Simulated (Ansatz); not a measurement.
# NbP (I4_1md) in Ansatz: notebook

One crystal, NbP, is run at these levels: PBEsol, PBE+D3(BJ); tasks: elastic constants, phonons.

Everything below comes from runs of Ansatz 0.2.0. Logs are shortened: lines on timing, memory, paths and dates and some standing lists are left out, and cuts for length are marked.

### Step 1. The structure

Symmetry: I4_1md, No. 109, tetragonal system. Conventional cell: a = 3.350 Å, b = 3.350 Å, c = 11.480 Å, α = 90.00°, β = 90.00°, γ = 90.00°. Around Nb (site symmetry 2mm) lie 6 P at 2.55 Å. P (site symmetry 2mm) is surrounded by 6 Nb at 2.55 Å.

The cell is a database's computed one.

### Step 2. Elastic constants, PBEsol

Contents of input.yaml:

```yaml
crystal:
  lattice:
    - [-1.6749232544, 1.6749232544, 5.7401081759]
    - [1.6749232544, -1.6749232544, 5.7401081759]
    - [1.6749232544, 1.6749232544, -5.7401081759]
  atoms:
    - { symbol: Nb, position: [0.2498808, 0.7498808, 0.5] }
    - { symbol: Nb, position: [0.4998808, 0.4998808, 0.0] }
    - { symbol: P, position: [0.83274777, 0.33274777, 0.5] }
    - { symbol: P, position: [0.08274777, 0.08274777, 0.0] }
hamiltonian:
  xc: pbesol
  pseudopotentials: { kind: paw }
kpoints:
  mp_grid: { grid: [8, 8, 8] }
scf:
  occupations: { method: fermi_dirac, width: 0.05 }
output:
  forces: true
  stress: true
elastic:
  mode: clamped_ion
  stencil: two_point
```

Potentials or basis: Ansatz PAW.

On the command line:

```
ansatz run input.yaml --threads 2 --pin off --max-ram 5632MiB --backend cpu --events-out ev --progress --plain --runs-dir out
```

Log:

```text
Warning: RAYON_NUM_THREADS=2 ignored (pool sized by the plan → 2); use --threads N
Engine: ansatz 0.2.0, x86_64-unknown-linux-gnu
Pseudopotentials: kind: paw
Pseudopotential: Nb, paw, valence charge 13, recommended cutoff 420 eV (normal), Nb.paw.azcp
Pseudopotential: P, paw, valence charge 5, recommended cutoff 420 eV (normal), P.paw.azcp
Functional definition: PBEsol
  exchange = pbesol_x
  correlation = pbesol_c
Crystal: 4 atoms, lattice volume = 64.412 Å³
Basis set: ecut = 420 eV, 1231 PW (Γ), exchange–correlation on 90×90×90 points (8 copies of the dense FFT grid, shifted against one another)
Bands: 22, of which v1, the nominal top of the filled ones, is band 18 counted from 1 (17 counted from 0)
Symmetry: 8 space group operations
Space group: I41md (ITA 109), of the structure as read, at distance tolerance 4.0e-5 Å
k-points: 59 of 512 (time reversal used)
Non-local potential: Nb, projectors of the file, l = 0: 3, l = 1: 2, l = 2: 2, l = 3: 1
Non-local potential: P, projectors of the file, l = 0: 2, l = 1: 2, l = 2: 2
PAW form: soft (Blöchl's): semilocal exchange-correlation on the pseudo side does not see the compensation charge
PAW frozen core: Nb, regenerated for the run's functional, and the local potential with it (the file was generated under x = pbe(κ = 0.804, μ = 0.2195149727645171), c = pbe(β = 0.06672455060314922))
PAW frozen core: P, regenerated for the run's functional, and the local potential with it (the file was generated under x = pbe(κ = 0.804, μ = 0.2195149727645171), c = pbe(β = 0.06672455060314922))
PAW one-centre angular grid: Nb, 590 points (default); XC on 64 Gauss nodes
PAW one-centre angular grid: P, 110 points (default); XC on 64 Gauss nodes
Initial density: superposition of atomic densities (neutral atoms: chi_scale 0, normalization atom), corrected by the library's trained network
Initial wavefunctions: pseudopotential atomic-orbital guess
Functional: x = pbesol(κ = 0.804, μ = 0.12345679012345678), c = pbesol(β = 0.046)
SCF iter   1: F=—  HF=-10475.358928 eV  |F-HF|=—  |Δ(HF+E_count)|=         —  Δρ=8.35e-3  dr2=2.79e-2  ethr=1.77e-3  ⟨swp⟩=6.0  Hψ=6537  notcnv=0
preconditioner: auto → Kerker (q_TF=auto, 2.476 Å⁻¹)  [metal: Δε(μ)=0.037 eV  Ē_g=6.502 eV  σ=0.050 eV  W_gap=0.18  n_scr=12 (ndim 8)  ℏωp=20.7 eV  f_vac=0.000  D(μ)=0.89/eV (n_scr^D=2)]
SCF iter   2: F=—  HF=-10475.355468 eV  |F-HF|=—  |Δ(HF+E_count)|=   3.46e-3  Δρ=4.68e-3  dr2=8.41e-3  ethr=7.76e-5  ⟨swp⟩=1.4  Hψ=1818  notcnv=0
SCF iter   3: F=—  HF=-10475.354417 eV  |F-HF|=—  |Δ(HF+E_count)|=   1.05e-3  Δρ=6.68e-4  dr2=3.02e-4  ethr=2.34e-5  ⟨swp⟩=2.7  Hψ=2015  notcnv=0
SCF iter   4: F=—  HF=-10475.354352 eV  |F-HF|=—  |Δ(HF+E_count)|=   6.50e-5  Δρ=1.20e-4  dr2=8.51e-6  ethr=8.39e-7  ⟨swp⟩=2.3  Hψ=1743  notcnv=0
SCF iter   5: F=—  HF=-10475.354350 eV  |F-HF|=—  |Δ(HF+E_count)|=   2.02e-6  Δρ=2.01e-5  dr2=2.60e-7  ethr=2.36e-8  ⟨swp⟩=2.3  Hψ=1898  notcnv=0
SCF iter   6: F=—  HF=-10475.354330 eV  |F-HF|=—  |Δ(HF+E_count)|=   2.03e-5  Δρ=4.27e-6  dr2=9.64e-9  ethr=7.21e-10  ⟨swp⟩=2.5  Hψ=2075  notcnv=0
SCF iter   7: F=—  HF=-10475.354330 eV  |F-HF|=—  |Δ(HF+E_count)|=  1.93e-10  Δρ=6.22e-7  dr2=1.44e-10  ethr=2.68e-11  ⟨swp⟩=2.4  Hψ=2182  notcnv=0
SCF iter   8: F=—  HF=-10475.354330 eV  |F-HF|=—  |Δ(HF+E_count)|=  5.46e-11  Δρ=9.08e-8  dr2=4.36e-12  ethr=4.00e-13 (applied; sched 1.00e-12)  ⟨swp⟩=2.2  Hψ=2078  notcnv=0
SCF iter   9: F=—  HF=-10475.354330 eV  |F-HF|=—  |Δ(HF+E_count)|=    0.00e0  Δρ=1.67e-8  dr2=1.87e-13  ethr=1.21e-14 (applied; sched 1.00e-12)  ⟨swp⟩=2.9  Hψ=2415  notcnv=0
SCF iter  10: F=-10475.354330 eV  HF=-10475.354330 eV  |F-HF|=3.64e-12  |Δ(HF+E_count)|=    0.00e0  Δρ=3.31e-9  dr2=6.89e-15  ethr=1.00e-12  ⟨swp⟩=4.0  Hψ=4172  notcnv=0
SCF 1 converged in 10 iterations: F = -10475.354330 eV  dr2 = 6.89e-15
Crystal: 4 atoms, lattice volume = 64.284 Å³
Symmetry: 4 space group operations
k-points: 95 of 512 (time reversal used)
Initial density: handed on by an earlier stage of this run
Initial wavefunctions: those handed on with the density
iter 1 solved again at ethr=1.98e-7 eV; its pass at ethr=3.10e-3 eV (dr2=7.14e-5 eV) is discarded
SCF iter   1: F=—  HF=-10475.359226 eV  |F-HF|=—  |Δ(HF+E_count)|=         —  Δρ=2.53e-4  dr2=7.29e-5  ethr=1.98e-7  ⟨swp⟩=2.1  Hψ=11396  notcnv=0
preconditioner: auto → Kerker (q_TF=auto, 2.477 Å⁻¹)  [metal: Δε(μ)=0.015 eV  Ē_g=6.484 eV  σ=0.050 eV  W_gap=0.07  n_scr=12 (ndim 8)  ℏωp=20.7 eV  f_vac=0.000  D(μ)=0.92/eV (n_scr^D=2)]
SCF iter   2: F=—  HF=-10475.359216 eV  |F-HF|=—  |Δ(HF+E_count)|=   1.06e-5  Δρ=1.39e-4  dr2=2.05e-5  ethr=1.98e-7  ⟨swp⟩=1.1  Hψ=2104  notcnv=0
SCF iter   3: F=—  HF=-10475.359209 eV  |F-HF|=—  |Δ(HF+E_count)|=   6.55e-6  Δρ=2.77e-5  dr2=9.55e-7  ethr=5.70e-8  ⟨swp⟩=2.4  Hψ=2908  notcnv=0
SCF iter   4: F=—  HF=-10475.359181 eV  |F-HF|=—  |Δ(HF+E_count)|=   2.85e-5  Δρ=6.73e-6  dr2=3.34e-8  ethr=2.65e-9  ⟨swp⟩=2.0  Hψ=2862  notcnv=0
SCF iter   5: F=—  HF=-10475.359181 eV  |F-HF|=—  |Δ(HF+E_count)|=   5.85e-9  Δρ=1.44e-6  dr2=2.20e-9  ethr=9.28e-11  ⟨swp⟩=2.4  Hψ=3142  notcnv=0
SCF iter   6: F=—  HF=-10475.359181 eV  |F-HF|=—  |Δ(HF+E_count)|=  3.44e-10  Δρ=2.37e-7  dr2=5.71e-11  ethr=6.11e-12  ⟨swp⟩=2.1  Hψ=2800  notcnv=0
SCF iter   7: F=—  HF=-10475.359181 eV  |F-HF|=—  |Δ(HF+E_count)|=  1.46e-11  Δρ=4.80e-8  dr2=3.09e-12  ethr=1.59e-13 (applied; sched 1.00e-12)  ⟨swp⟩=2.0  Hψ=3135  notcnv=0
[... 70 lines left out ...]
SCF iter   2: F=—  HF=-10475.354191 eV  |F-HF|=—  |Δ(HF+E_count)|=  2.58e-10  Δρ=6.84e-7  dr2=2.59e-10  ethr=1.91e-12  ⟨swp⟩=1.0  Hψ=2110  notcnv=0
SCF iter   3: F=—  HF=-10475.354191 eV  |F-HF|=—  |Δ(HF+E_count)|=  7.28e-11  Δρ=7.68e-8  dr2=4.64e-12  ethr=7.19e-13 (applied; sched 1.00e-12)  ⟨swp⟩=2.0  Hψ=3016  notcnv=0
SCF iter   4: F=—  HF=-10475.354191 eV  |F-HF|=—  |Δ(HF+E_count)|=  1.82e-12  Δρ=1.98e-8  dr2=2.39e-13  ethr=1.29e-14 (applied; sched 1.00e-12)  ⟨swp⟩=2.0  Hψ=2956  notcnv=0
SCF iter   5: F=-10475.354191 eV  HF=-10475.354191 eV  |F-HF|=1.82e-12  |Δ(HF+E_count)|=  1.82e-12  Δρ=3.84e-9  dr2=9.83e-15  ethr=1.00e-12  ⟨swp⟩=4.0  Hψ=6824  notcnv=0
SCF 9 converged in 5 iterations: F = -10475.354191 eV  dr2 = 9.83e-15
SCF converged after 10 iterations
Free energy (F): -10475.354330 eV
Harris-Foulkes:  -10475.354330 eV  (|F-HF|=3.64e-12)
Internal energy: -10475.346638 eV  (E = F + TS)
E sigma→0 (E₀):  -10475.350484 eV
Entropy (-TS):   -0.007692 eV (-1.923 meV/atom)
Fermi energy:    14.734261 eV
--- Per-component energies (eV) ---
  E_band       = -150.081052
  E_kinetic    = 932.519511
  E_local      = -1730.821608  (includes V_loc(G=0)·N_el)
  E_nonlocal   = 308.586414
  E_hartree    = 560.752445
  E_xc         = -473.861956
  E_vxc        = -550.218106  (∫ρ·V_xc dr)
  E_paw        = -7143.137479  (= ΣΔE_a)
  E_vpaw       = -231.652174  (= ΣTr[D̂ρ^β])
  E_aug_tail   = 0.000020  (compensation charges beyond the density's cutoff)
  E_ewald      = -2929.853596
  E_core_change = 0.469610  (= ΣΔE_core)
  E_smearing   = -0.007692  (= −TS)
  E_closure    = -0.000000  (closes the sum)
  Σ components = -10475.354330   (vs F -10475.354330, Δ=0.00e0)
--- Forces (eV/Å), atoms counted from 1 ---
  atom   1  Nb     0.00000000     0.00000000     0.01890181
  atom   2  Nb    -0.00000000    -0.00000000     0.01890181
  atom   3  P      0.00000000     0.00000000    -0.01890181
  atom   4  P     -0.00000000     0.00000000    -0.01890181
  max |Σ_I F_I| component: 5.64e-9 eV/Å
--- Stress (GPa, compression-positive) ---
       -6.347442       0.000000      -0.000000
        0.000000      -6.347442      -0.000000
       -0.000000       0.000000      -6.272072
  P = ⅓ Tr σ = -6.3223 GPa (-63.223 kbar)
--- Band table (eV; the first three rows and the last of 59) ---
  k-point 0: bands = ["-40.0782", "-40.0412", "-16.3811", "-16.1819", "-16.1819", "-16.0371", "-16.0371", "-15.9961", "2.0474", "4.4632", "8.5733", "11.7154", "12.5216", "12.5216", "12.5933", "13.0155", "13.3980", "13.3980", "15.5717", "16.3369", "17.3834", "17.8865"]
  k-point 1: bands = ["-40.0717", "-40.0376", "-16.3609", "-16.2234", "-16.2125", "-16.0779", "-16.0680", "-15.9933", "2.4580", "4.5859", "8.8178", "11.1378", "11.9921", "12.2007", "12.2449", "12.9365", "13.6425", "13.7461", "15.1008", "15.4975", "17.2358", "17.5384"]
  k-point 2: bands = ["-40.0555", "-40.0296", "-16.3419", "-16.3155", "-16.2528", "-16.1599", "-16.1352", "-16.0051", "3.4419", "4.7470", "9.5243", "9.9289", "10.7028", "11.5489", "11.6217", "12.7916", "14.0407", "14.1429", "14.8810", "15.9009", "16.6534", "18.0416"]
  k-point 58: bands = ["-40.0597", "-40.0597", "-16.1919", "-16.1919", "-16.1900", "-16.1900", "-16.0288", "-16.0288", "3.0301", "3.0301", "10.7196", "10.7196", "12.0515", "12.0515", "12.0607", "12.0607", "14.2384", "14.2384", "15.9292", "15.9292", "17.0373", "17.0373"]
--- Elastic constants: 4 strain directions × 2 members + reference (group order 8) ---
  dense FFT box of the reference and of every strained cell: 45×45×45
  strains applied: 11, 33, 23, 12; error gains: componentwise 1.00 (the most a stress slope's error grows in a printed constant), spectral 1.41 (1 for all six strains in a standard setting)
  C = ∂σ_k/∂η_j (tension-positive GPa; Voigt order 11 22 33 23 13 12):
       316.280    138.474    106.255      0.000      0.000      0.000
       138.474    316.280    106.255      0.000      0.000      0.000
       106.332    106.332    260.108      0.000      0.000      0.000
         0.000      0.000      0.000    140.611      0.000      0.000
         0.000      0.000     -0.000      0.000    140.611      0.000
         0.000      0.000      0.000      0.000      0.000    177.434
  reference stress σ⁰ (GPa):      6.347      6.347      6.272      0.000      0.000     -0.000
  C* (energy form; C + prestress term) asymmetry max|C*_kj − C*_jk| = 7.672e-4 GPa — a small one proves nothing (zero by symmetry where the batch's group is 432, −43m or m−3m); a large one is finite-difference/SCF noise where every solve meets its electron count
  moduli (Voigt/Reuss/Hill, GPa): K = 177.20/174.04/175.62   G = 127.84/118.43/123.13   E = 299.42   ν = 0.216
  mechanically stable: yes (min eigenvalue of sym C = 140.61 GPa)
  strain η (Voigt 11):  stress-route row diagonal C_11 = 316.28 GPa, energy-path curvature d²(F+E_count+ΔE)/dδ²/Ω₀ = 316.27 GPa
         δ    σ_11 (GPa)             F (eV)   n_scf  n_hpsi   n_pw
    -2.000e-3       5.7112      -10475.3591808       9   38788   1279
     2.000e-3       6.9763      -10475.3489747       5   30147   1283
  strain η (Voigt 33):  stress-route row diagonal C_33 = 260.11 GPa, energy-path curvature d²(F+E_count+ΔE)/dδ²/Ω₀ = 260.12 GPa
         δ    σ_33 (GPa)             F (eV)   n_scf  n_hpsi   n_pw
    -2.000e-3       5.7504      -10475.3591682       8   23254   1279
     2.000e-3       6.7908      -10475.3490799       6   19037   1283
  strain η (Voigt 23):  stress-route row diagonal C_44 = 140.61 GPa, energy-path curvature d²(F+E_count+ΔE)/dδ²/Ω₀ = 137.45 GPa
         δ    σ_23 (GPa)             F (eV)   n_scf  n_hpsi   n_pw
    -2.000e-3      -0.2812      -10475.3542213       7   57775   1281
     2.000e-3       0.2812      -10475.3542213       5   46166   1281
  strain η (Voigt 12):  stress-route row diagonal C_66 = 177.43 GPa, energy-path curvature d²(F+E_count+ΔE)/dδ²/Ω₀ = 174.25 GPa
         δ    σ_12 (GPa)             F (eV)   n_scf  n_hpsi   n_pw
    -2.000e-3      -0.3549      -10475.3541910       7   36311   1281
     2.000e-3       0.3549      -10475.3541910       5   28482   1281
```

Run time: 31 s. Hardware: 2 threads of Intel Xeon 6975P-C (Granite Rapids), shared host; peak memory 0.62 GiB.

Results:

| Item | Value |
| --- | --- |
| Free energy | -10475.3543 eV |
| Pressure | -6.3 GPa |
| Largest force | 0.019 eV/Å |
| Band gap on the k mesh | none (metal or under the smearing width) |
| Voigt bulk modulus | 177 GPa |

Forces in eV/Å, atoms in the order of the input:
```
Nb   0.000  0.000  0.019
Nb   0.000  0.000  0.019
P    0.000  0.000 -0.019
P    0.000  0.000 -0.019
```

Stress tensor (GPa, compression positive):
```
-6.35  0.00  0.00
 0.00 -6.35  0.00
 0.00  0.00 -6.27
```

Levels at points of the mesh, in eV from the Fermi level:
```tsv
k point	band 16	band 17	band 18	band 19	band 20	band 21
(0.00, 0.00, 0.00)	-1.72	-1.34	-1.34	0.84	1.60	2.65
(0.00, 0.00, -0.50)	-2.83	-0.43	-0.43	2.97	2.97	3.07
(0.00, -0.50, 0.00)	-1.86	-1.51	-0.11	0.07	1.31	2.44
(-0.50, -0.50, -0.50)	-2.67	-0.50	-0.50	1.19	1.19	2.30
```

Elastic tensor in Voigt notation (GPa, ions clamped, in the Cartesian axes of the cell as first typed):
```
316 138 106   0   0   0
138 316 106   0   0   0
106 106 260   0   0   0
  0   0   0 141   0   0
  0   0   0   0 141   0
  0   0   0   0   0 177
```

Caveat: the cell is more than 3 GPa from zero pressure, which shifts response properties; elastic constants of metals need much finer meshes, so these are rough; the PAW data sets come from PBE, with cores solved anew for the run's functional, which leaves a small shift of forces and pressure.

### Step 3. Phonons, PBE+D3(BJ)

Changes to input.yaml since step 2:

```diff
@@ -11,4 +11,5 @@
 hamiltonian:
-  xc: pbesol
+  xc: pbe
   pseudopotentials: { kind: paw }
+  dispersion: d3bj
 kpoints:
@@ -16,8 +17,4 @@
 scf:
-  occupations: { method: fermi_dirac, width: 0.05 }
-output:
-  forces: true
-  stress: true
-elastic:
-  mode: clamped_ion
-  stencil: two_point
+  occupations: { method: fermi_dirac, width: 0.1 }
+phonons:
+  method: dfpt
```

Potentials or basis: Ansatz PAW.

On the command line:

```
ansatz run input.yaml --threads 2 --pin off --max-ram 5632MiB --backend cpu --events-out ev --progress --plain --runs-dir out
```

Log:

```text
Warning: RAYON_NUM_THREADS=2 ignored (pool sized by the plan → 2); use --threads N
zone centre: on kpoints.mp_grid the ground state, and the responses unless they are solved on pairs of k-points, stand on 95 of the mesh's 512 k-points, reduced under 4 symmetry operations, with k and −k counted as one. Each operation leaves every solved displacement unchanged or reverses it
[... 4 set-up lines as earlier in the session ...]
[... 56 lines left out ...]
  k-point 1: bands = ["-40.0620", "-40.0283", "-16.3202", "-16.1822", "-16.1715", "-16.0417", "-16.0320", "-15.9573", "2.5519", "4.6601", "8.9453", "11.2532", "12.1016", "12.3153", "12.3607", "13.0418", "13.7603", "13.8692", "15.2222", "15.6145", "17.3396", "17.6427"]
  k-point 2: bands = ["-40.0460", "-40.0204", "-16.3003", "-16.2731", "-16.2125", "-16.1227", "-16.0982", "-15.9689", "3.5283", "4.8203", "9.6487", "10.0460", "10.8167", "11.6591", "11.7320", "12.8967", "14.1661", "14.2646", "15.0048", "16.0176", "16.7678", "18.1445"]
  k-point 94: bands = ["-40.0502", "-40.0502", "-16.1533", "-16.1533", "-16.1494", "-16.1494", "-15.9931", "-15.9931", "3.1202", "3.1202", "10.8327", "10.8327", "12.1596", "12.1596", "12.2018", "12.2018", "14.3281", "14.3281", "16.0435", "16.0435", "17.1485", "17.1485"]
--- Phonons (Γ-DFPT): 6 representative perturbations + reference, on 95 of 512 k-points (Σ response iterations 18) ---
  k mesh reduced under 4 symmetry operations, with k and −k counted as one. Each operation leaves every solved displacement unchanged or reverses it
  ASR residual: 5.390e-4 → 0.000e0 eV/Å²; symmetrization residual: 3.665e-6 eV/Å²
  pairwise dispersion correction: d3bj (s6 = 1.0, s8 = 0.7875, a1 = 0.4289, a2_bohr = 4.4407), with the weights of each atom's references fixed at the reference crystal's, and the forces and stress that the weights' published response gives there kept as a pressure on the atom's counted neighbours (hamiltonian.dispersion)
  ASR residual per site (eV/Å²): 5.39e-4 5.39e-4 2.69e-5 2.69e-5
  Γ frequencies (cm⁻¹): 0.00 0.00 0.00 179.38 179.38 242.62 316.26 316.26 349.19 349.19 362.19 377.34
  non-analytic LO–TO correction: not included (Born effective charges unavailable; polar crystals: no LO–TO splitting at Γ)
```

second_order_force_constants.tsv:

```text
# format = ansatz-second-order-force-constants/2
# a1_ang = -1.6749232544e0 1.6749232544e0 5.7401081759e0
[... 40 lines left out ...]
1	1	0	0	0	1	1.106046541050138e1	-7.703719777548943e-32	-1.3065508742723008e-30	-7.703719777548943e-32	1.397678214943678e1	5.931864228712686e-32	-1.3065508742723008e-30	5.931864228712686e-32	1.5658557981019317e1
[... 8 lines left out ...]
3	2	0	0	0	2	-8.41929376166802e-1	-2.594287820400369e-32	-1.5864847916889855e-32	3.310493018469372e-32	-8.419293761668019e-1	-2.253338034933066e-32	1.9427818314006242e-32	-3.909637787106089e-32	-2.5058078803759307e0
3	3	0	0	0	3	1.1815621895140813e1	-1.0835161496501065e-31	-2.3930161041497502e-30	-1.0835161496501065e-31	8.783693503021032e0	6.240013019814644e-32	-2.3930161041497502e-30	6.240013019814644e-32	1.3711947870208828e1
```

Wall time 49 s (2 threads of Intel Xeon 6975P-C (Granite Rapids), shared host); peak memory 0.91 GiB.

Results:

```
Free energy                   : -10622.5446 eV
Band gap on the k mesh        : none (metal or under the smearing width)
Highest phonon frequency at Γ : 377 cm⁻¹
```

Phonon frequencies in cm⁻¹ (negative: imaginary):
| q point | frequencies |
| --- | --- |
| (0.000, 0.000, 0.000) | 0 0 0 179 179 243 316 316 349 349 362 377 |

Caveat: pairwise dispersion overbinds metals, which lowers pressure and volume.
